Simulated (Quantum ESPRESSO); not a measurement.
## Ca: phonon spectrum and thermodynamics under several settings

```xyz
1
Lattice="0.0000 2.7942 2.7942 2.7942 0.0000 2.7942 2.7942 2.7942 0.0000" Properties=species:S:1:pos:R:3 pbc="T T T"
Ca    0.0000    0.0000    0.0000
```

All runs used Quantum ESPRESSO 7.5; k mesh 8 × 8 × 8; relaxed cell; no spin polarisation; occupations cold, width 0.2 eV; q mesh 2 × 2 × 2.

```tsv
level	potentials	cutoff (eV)	volume (Å³/atom)	highest frequency (cm⁻¹)	zero-point energy (meV/atom)	entropy at room temperature (k_B/atom)
LDA	PseudoDojo 0.4.1 SR LDA standard	980	?	?	?	?
PBE	PseudoDojo 0.4.1 SR PBE standard	925	42.15	165	20.7	5.04
PBEsol	PseudoDojo 0.4.1 SR PBEsol standard	925	40.53	170	20.9	5.02
```

Problem. What stands in the row left open?

Solution. Volume 37.94 Å³/atom; highest frequency 180 cm⁻¹; zero-point energy 22.1 meV/atom; entropy at room temperature 4.86 k_B/atom.

For the row left open. Caveat: the q mesh is small, so phonon branches between its points and thermal values are rough.
